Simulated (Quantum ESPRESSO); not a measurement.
## Equation of state of SrO under r2SCAN

The structure is cubic, space group Fm-3m (No. 225). Conventional cell: a = 5.133 Å, b = 5.133 Å, c = 5.133 Å, α = 90.00°, β = 90.00°, γ = 90.00°. Around Sr (site symmetry m-3m) lie 6 O at 2.57 Å. O (site symmetry m-3m) has 6 Sr at 2.57 Å as nearest neighbours.

The cell was scaled at fixed shape and fractions and run with Quantum ESPRESSO, SG15 PBE 1.2, cutoff 1197 eV; r2SCAN, k mesh 7 × 7 × 7 on the cell of 2 atoms, fermi-dirac occupations of 0.05 eV, no spin polarisation, no spin-orbit coupling. The potentials were made for PBE. Energies are those that the program minimises, any entropy of the smearing included.

```tsv
V (Å³/atom)	energy over the lowest row (meV/atom)
15.8873	30.32
16.2253	?
16.5634	5.78
16.9014	0.79
17.2394	0.00
17.5774	2.98
17.9155	9.33
```

Question: Fit the third-order Birch-Murnaghan form, give V0, B0 and B′, and predict the energy left open.

Answer: With y = (V0/V)^(2/3), E = E0 + (9 V0 B0/16) [(y - 1)³ B′ + (y - 1)² (6 - 4y)]. Least squares through the rows shown give V0 = 17.1369 Å³/atom, E0 = -0.17 meV, B0 = 93.39 GPa (1 eV/Å³ = 160.218 GPa) and B′ = 4.48, with a largest miss of 0.01 meV. At V = 16.2253 the form with these constants gives 15.45 meV; the run gave 15.44 meV an atom.
